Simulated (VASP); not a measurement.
# Cu (Fm-3m) in VASP: a series of runs, part 2 of 2

VASP 6.6.1. The steps go on from the part before.

## 3. Equation of state, LDA, 10.50 Å³/atom (a relaxed cell with its volume scaled by 0.96)

Contents of INCAR:

```
  PREC = Accurate
  ENCUT = 520
  EDIFF = 1E-6
  ISMEAR = -1
  SIGMA = 0.05
  LREAL = False
  LASPH = True
  NELM = 80
  ALGO = Fast
  ISIF = 2
  LWAVE = False
  LCHARG = False
  GGA = CA
```

Contents of KPOINTS:

```
regular mesh
0
Gamma
  12 12 12
```

Contents of POSCAR:

```
Cu                                      
1.0
   -0.0000000000      1.7378485519      1.7378485519
    1.7378485519     -0.0000000000      1.7378485519
    1.7378485519      1.7378485519      0.0000000000
  Cu            
     1
Direct
     0.0000000000000000    0.0000000000000000    0.0000000000000000
```

Potentials or basis: VASP PAW LDA potentials, release 64 (Cu).

Started as:

```sh
cat potpaw_LDA.64/Cu/POTCAR > POTCAR
mpirun -np 1 vasp_std > vasp.out
```

OUTCAR:

```text
PREC = Accurate
   ENCUT = 520
   EDIFF = 1E-6
   ISMEAR = -1
   LREAL = False
   LASPH = True
   NELM = 80
   ISIF = 2
   GGA = CA

 ion  position               nearest neighbor table
   1  0.000  0.000  0.000-

  LATTYP: Found a face centered cubic cell.
 ALAT       =     3.4756971038

  Lattice vectors:

 A1 = (   0.0000000000,   1.7378485519,   1.7378485519)
 A2 = (   1.7378485519,   0.0000000000,   1.7378485519)
 A3 = (   1.7378485519,   1.7378485519,   0.0000000000)

Analysis of symmetry for initial positions (statically):
=====================================================================
 Subroutine PRICEL returns:
 Original cell was already a primitive cell.

 Routine SETGRP: Setting up the symmetry group for a
 face centered cubic supercell.

 Subroutine GETGRP returns: Found 48 space group operations
 (whereof 48 operations were pure point group operations)
 out of a pool of 48 trial point group operations.

The static configuration has the point symmetry O_h .

Analysis of symmetry for dynamics (positions and initial velocities):
=====================================================================
 Subroutine PRICEL returns:
 Original cell was already a primitive cell.

 Routine SETGRP: Setting up the symmetry group for a
 face centered cubic supercell.

 Subroutine GETGRP returns: Found 48 space group operations
 (whereof 48 operations were pure point group operations)
 out of a pool of 48 trial point group operations.

The dynamic configuration has the point symmetry O_h .

 Subroutine INISYM returns: Found 48 space group operations
 (whereof 48 operations are pure point group operations),
 and found     1 'primitive' translations

----------------------------------------------------------------------------------------

                                     Primitive cell

  volume of cell :      10.4970

  direct lattice vectors                    reciprocal lattice vectors
     0.000000000  1.737848552  1.737848552    -0.287712068  0.287712068  0.287712068
     1.737848552  0.000000000  1.737848552     0.287712068 -0.287712068  0.287712068
     1.737848552  1.737848552  0.000000000     0.287712068  0.287712068 -0.287712068

  length of vectors
     2.457688991  2.457688991  2.457688991     0.498331919  0.498331919  0.498331919

  position of ions in fractional coordinates (direct lattice)
     0.000000000  0.000000000  0.000000000

  ion indices of the primitive-cell ions
   primitive index   ion index
                 1           1

----------------------------------------------------------------------------------------

 KPOINTS: regular mesh

Automatic generation of k-mesh.
 Grid dimensions read from file:
 generate k-points for:   12   12   12

 Generating k-lattice:

  Cartesian coordinates                     Fractional coordinates (reciprocal lattice)
    -0.023976006  0.023976006  0.023976006     0.083333333  0.000000000  0.000000000
     0.023976006 -0.023976006  0.023976006     0.000000000  0.083333333  0.000000000
     0.023976006  0.023976006 -0.023976006     0.000000000  0.000000000  0.083333333

  Length of vectors
     0.041527660  0.041527660  0.041527660

  Shift w.r.t. Gamma in fractional coordinates (k-lattice)
     0.000000000  0.000000000  0.000000000

 Subroutine IBZKPT returns following result:
 ===========================================

 Found     72 irreducible k-points:

 Following reciprocal coordinates:
            Coordinates               Weight
  0.000000  0.000000  0.000000      1.000000
  0.083333  0.000000  0.000000      8.000000
  0.166667  0.000000  0.000000      8.000000
  0.250000  0.000000  0.000000      8.000000
  0.333333  0.000000  0.000000      8.000000
  0.416667  0.000000  0.000000      8.000000
[... 16 lines left out ...]
  0.500000  0.166667  0.000000     24.000000
 -0.416667  0.166667  0.000000     24.000000
 [... further k-points ...]
   k-points           NKPTS =     72   k-points in BZ     NKDIM =     72   number of bands    NBANDS=      9
   number of dos      NEDOS =    301   number of ions     NIONS =      1
   total plane-waves  NPLWV =   5832
   dimension x,y,z NGX =    18 NGY =   18 NGZ =   18
   dimension x,y,z NGXF=    36 NGYF=   36 NGZF=   36
   ions per type =               1
   NGX,Y,Z   is equivalent  to a cutoff of  12.18, 12.18, 12.18 a.u.
   NGXF,Y,Z  is equivalent  to a cutoff of  24.35, 24.35, 24.35 a.u.
 SYSTEM =  unknown system
   PREC   = accura    normal or accurate (medium, high low for compatibility)
   ISTART =      0    job   : 0-new  1-cont  2-samecut
   ICHARG =      2    charge: 1-file 2-atom 10-const
   ISPIN  =      1    spin polarized calculation?
   LNONCOLLINEAR =      F non collinear calculations
   LSORBIT =      F    spin-orbit coupling
   LASPH  =      T    aspherical Exc in radial PAW
   ENCUT  =  520.0 eV  38.22 Ry    6.18 a.u.   4.57  4.57  4.57*2*pi/ulx,y,z
   NELM   =     80;   NELMIN=  2; NELMDL= -5     # of ELM steps
   EDIFF  = 0.1E-05   stopping-criterion for ELM
   LREAL  =      F    real-space projection
   EDIFFG = 0.1E-04   stopping-criterion for IOM
   NSW    =      0    number of steps for IOM
   IBRION =     -1    ionic relax: 0-MD 1-quasi-New 2-CG
   NFREE  =      0    steps in history (QN), initial steepest desc. (CG)
   ISIF   =      2    stress and relaxation
   ISYM   =      2    0-nonsym 1-usesym 2-fastsym
   POTIM  = 0.5000    time-step for ionic-motion
   TEBEG  =    0.0;   TEEND  =   0.0 temperature during run
   PSTRESS=    0.0 pullay stress
   NELECT =      11.0000    total number of electrons
   NUPDOWN=      -1.0000    fix difference up-down
   EMIN   =  10.00;   EMAX   =-10.00  energy-range for DOS
   EFERMI =   0.00;   METHOD = LEGACY
   ISMEAR =    -1;   SIGMA  =   0.05  broadening in eV -4-tet -1-fermi 0-gaus
   EFERMI_NEDOS =   21; number of points for ismear=-14 and -15
   IALGO  =     68    algorithm
   IMIX   =      4    mixing-type and parameters
     AMIX     =   0.40;   BMIX     =  1.00
     AMIX_MAG =   1.60;   BMIX_MAG =  1.00
  volume/ion in A,a.u.               =      10.50        70.84
  Fermi-wavevector in a.u.,A,eV,Ry     =   1.662840  3.142312 37.620611  2.765037
  Thomas-Fermi vector in A             =   2.749661
   LORBIT       =      0    0 simple, 1 ext, 2 COOP (PROOUT), +10 PAW based schemes
   GGA     = CA    functional components
   LHFCALC =     F    Hartree Fock is set to
   AEXX    =    0.0000 exact exchange contribution
   IVDW    =     0    specifies the selected vdW correction
   LEPSILON=     F    determine dielectric tensor
   LRPA    =     F    only Hartree local field effects (RPA)
 non-spin polarized calculation
 RMM-DIIS sequential band-by-band and
  energy-cutoff  :      520.00
  volume of cell :       10.50
 maximum number of plane-waves:       295
   NGX =  9   NGY =  9   NGZ =  9

 number of electron      10.9999989 magnetization

 Free energy of the ion-electron system (eV)
  ---------------------------------------------------
  ext. energy  EPLUGINS =         0.00000000
  ---------------------------------------------------
  free energy    TOTEN  =        -4.69429034 eV

  energy without entropy =       -4.69213318  energy(sigma->0) =       -4.69321176

 E-fermi :   8.8641     XC(G=0): -13.8070

 val. band max:        8.6998628522   @ k =  -0.2500   0.2500   0.0833
 cond. band min:       8.8853067094   @ k =   0.5000   0.3333   0.1667
 fundamental gap:      0.1854438571
 Fermi energy:         8.8640849110

 k-point     1 :       0.0000    0.0000    0.0000
  band No.  band energies     occupation
      1      -1.3703      2.00000
      2       5.4439      2.00000
      3       5.4439      2.00000
      4       5.4439      2.00000
      5       6.4491      2.00000
      6       6.4491      2.00000
      7      32.5147      0.00000
      8      35.9403      0.00000
      9      35.9403      0.00000

 k-point     2 :       0.0833    0.0000    0.0000
  band No.  band energies     occupation
      1      -1.0957      2.00000
      2       5.3799      2.00000
      3       5.4993      2.00000
      4       5.4993      2.00000
      5       6.4275      2.00000
      6       6.4275      2.00000
      7      31.0643      0.00000
      8      33.7820      0.00000
      9      35.2504      0.00000
[... 253 lines left out ...]
 k-point    24 :      -0.4167    0.1667    0.0000
  band No.  band energies     occupation
      1       3.6245      2.00000
      2       5.0144      2.00000
      3       5.6271      2.00000
      4       5.7545      2.00000
      5       7.0098      2.00000
      6       9.9511      0.00000
      7      13.8128      0.00000
      8      24.7877      0.00000
      9      29.5455      0.00000

 [... further k-points ...]

------------------------ aborting loop because EDIFF is reached ----------------------------------------

  FORCE on cell =-STRESS in cart. coord.  units (eV):
  Direction    XX          YY          ZZ          XY          YZ          ZX
  --------------------------------------------------------------------------------------
  -------------------------------------------------------------------------------------
  Total        0.6265826      0.6265826      0.6265826     -0.0000000     -0.0000000     -0.0000000
  in kB       95.6363772     95.6363772     95.6363772     -0.0000000     -0.0000000     -0.0000000
  external PRESSURE =      95.6363772 kB  Pullay stress =       0.0000000 kB

 VOLUME and BASIS-vectors are now :
 -----------------------------------------------------------------------------
  energy-cutoff  :      520.00
  volume of cell :       10.50
      direct lattice vectors                 reciprocal lattice vectors
     0.000000000  1.737848552  1.737848552    -0.287712068  0.287712068  0.287712068
     1.737848552  0.000000000  1.737848552     0.287712068 -0.287712068  0.287712068
     1.737848552  1.737848552  0.000000000     0.287712068  0.287712068 -0.287712068

 POSITION                                       TOTAL-FORCE (eV/Angst)
 -----------------------------------------------------------------------------------
      0.00000      0.00000      0.00000        -0.000000      0.000000      0.000000
 -----------------------------------------------------------------------------------
    total drift:                                0.000000     -0.000000      0.000000

  FREE ENERGIE OF THE ION-ELECTRON SYSTEM (eV)
  ---------------------------------------------------
  free  energy   TOTEN  =        -4.6942903445 eV

  energy  without entropy=       -4.6921331806  energy(sigma->0) =       -4.69321176
```

OSZICAR:

```text
N       E                     dE             d eps       ncg     rms          rms(c)
DAV:   1     0.329571735103E+02    0.32957E+02   -0.57134E+03  1352   0.216E+03
DAV:   2    -0.529532316329E+01   -0.38252E+02   -0.36125E+02  1298   0.194E+02
DAV:   3    -0.571546977067E+01   -0.42015E+00   -0.41880E+00  1587   0.295E+01
DAV:   4    -0.571864398843E+01   -0.31742E-02   -0.31738E-02  1574   0.230E+00
DAV:   5    -0.571867725139E+01   -0.33263E-04   -0.33262E-04  1566   0.193E-01    0.806E+00
RMM:   6    -0.498568005647E+01    0.73300E+00   -0.52108E+00  1519   0.586E+01    0.391E+00
RMM:   7    -0.471324615059E+01    0.27243E+00   -0.84047E-01  1513   0.244E+01    0.118E+00
RMM:   8    -0.469585098529E+01    0.17395E-01   -0.48945E-02  1561   0.276E+00    0.334E-01
RMM:   9    -0.469406219732E+01    0.17888E-02   -0.12279E-02  1550   0.303E+00    0.718E-02
RMM:  10    -0.469431001931E+01   -0.24782E-03   -0.23184E-03  1728   0.626E-01    0.193E-02
RMM:  11    -0.469430575577E+01    0.42635E-05   -0.30569E-04  1608   0.407E-01    0.399E-02
RMM:  12    -0.469428678399E+01    0.18972E-04   -0.96131E-05  1698   0.170E-01    0.650E-03
RMM:  13    -0.469428987615E+01   -0.30922E-05   -0.27811E-05  1482   0.683E-02    0.598E-03
RMM:  14    -0.469429034447E+01   -0.46831E-06   -0.37512E-06  1074   0.324E-02
   1 F= -.46942903E+01 E0= -.46932118E+01  d E =-.215716E-02
```

stdout:

```text
POSCAR found type information on POSCAR Cu
 POSCAR found :  1 types and       1 ions
 scaLAPACK will be used
 LDA part: xc-table for (Slater(with rela. corr.)+CA(PZ))
 , standard interpolation
 POSCAR, INCAR and KPOINTS ok, starting setup
 FFT: planning ... GRIDC
 FFT: planning ... GRID_SOFT
 FFT: planning ... GRID
 WAVECAR not read
 entering main loop
```

It took 6.9 s on 1 thread of AMD EPYC 7R13 (Zen 3), shared host; peak memory 0.08 GiB.

What came out:

```yaml
Free_energy: -4.6943 eV
Pressure: 9.6 GPa
Band_gap_on_the_k_mesh: none (metal or under the smearing width)
```

## 4. Equation of state, LDA, 10.72 Å³/atom (a relaxed cell with its volume scaled by 0.98)

INCAR is that of step 3.

KPOINTS is that of step 3.

Contents of POSCAR:

```
Cu                                      
1.0
   -0.0000000000      1.7498340931      1.7498340931
    1.7498340931     -0.0000000000      1.7498340931
    1.7498340931      1.7498340931      0.0000000000
  Cu            
     1
Direct
     0.0000000000000000    0.0000000000000000    0.0000000000000000
```

Started as:

```sh
cat potpaw_LDA.64/Cu/POTCAR > POTCAR
mpirun -np 1 vasp_std > vasp.out
```

Run time: 6.8 s. Hardware: 1 thread of AMD EPYC 7R13 (Zen 3), shared host; peak memory 0.08 GiB.

Results (log left out):

```
Free energy            : -4.7027 eV
Pressure               : 5.3 GPa
Band gap on the k mesh : none (metal or under the smearing width)
```

## 5. Equation of state, LDA, 10.93 Å³/atom

INCAR is that of step 4.

KPOINTS is that of step 4.

Contents of POSCAR:

```
Cu                                      
1.0
   -0.0000000000      1.7616576550      1.7616576550
    1.7616576550     -0.0000000000      1.7616576550
    1.7616576550      1.7616576550      0.0000000000
  Cu            
     1
Direct
     0.0000000000000000    0.0000000000000000    0.0000000000000000
```

Started as:

```sh
cat potpaw_LDA.64/Cu/POTCAR > POTCAR
mpirun -np 1 vasp_std > vasp.out
```

Wall time 9.2 s (1 thread of AMD EPYC 7R13 (Zen 3), shared host); peak memory 0.09 GiB.

Results (log left out):

| Quantity | Value |
| --- | --- |
| Free energy | -4.7055 eV |
| Pressure | 0.8 GPa |
| Band gap on the k mesh | none (metal or under the smearing width) |

## 6. Equation of state, LDA, 11.15 Å³/atom (a relaxed cell with its volume scaled by 1.02)

INCAR is that of step 5.

KPOINTS is that of step 5.

Contents of POSCAR:

```
Cu                                      
1.0
   -0.0000000000      1.7733246020      1.7733246020
    1.7733246020     -0.0000000000      1.7733246020
    1.7733246020      1.7733246020      0.0000000000
  Cu            
     1
Direct
     0.0000000000000000    0.0000000000000000    0.0000000000000000
```

Potentials or basis: VASP PAW LDA potentials, release 64 (Cu).

Started as:

```sh
cat potpaw_LDA.64/Cu/POTCAR > POTCAR
mpirun -np 1 vasp_std > vasp.out
```

Run time: 8.3 s. Hardware: 1 thread of AMD EPYC 7R13 (Zen 3), shared host; peak memory 0.09 GiB.

The run converged. Its results:

```
Free energy            : -4.7031 eV
Pressure               : -2.9 GPa
Band gap on the k mesh : none (metal or under the smearing width)
```

## 7. Equation of state, LDA, 11.37 Å³/atom (a relaxed cell with its volume scaled by 1.04)

INCAR is that of step 6.

KPOINTS is that of step 6.

Contents of POSCAR:

```
Cu                                      
1.0
   -0.0000000000      1.7848400195      1.7848400195
    1.7848400195     -0.0000000000      1.7848400195
    1.7848400195      1.7848400195      0.0000000000
  Cu            
     1
Direct
     0.0000000000000000    0.0000000000000000    0.0000000000000000
```

Started as:

```sh
cat potpaw_LDA.64/Cu/POTCAR > POTCAR
mpirun -np 1 vasp_std > vasp.out
```

Wall time 8.5 s (1 thread of AMD EPYC 7R13 (Zen 3), shared host); peak memory 0.09 GiB.

The run converged. Its results:

- Free energy: -4.6963 eV
- Pressure: -6.4 GPa
- Band gap on the k mesh: none (metal or under the smearing width)

## 8. Equation of state, LDA

This run uses another cell than the first one, of 10.93 Å³/atom, 0.926 times its volume.

No new run: the results of the series are fitted here.

Results:

- Equilibrium volume: 10.94 Å³/atom
- Bulk modulus: 185 GPa
- Pressure derivative of the bulk modulus: 5.0 (rough: it moves with the points fitted)

Energy against volume, from the lowest point:
```tsv
volume (Å³/atom)	energy (meV/atom)
10.497	11.21
10.716	2.75
10.934	0.00
11.153	2.35
11.372	9.19
```
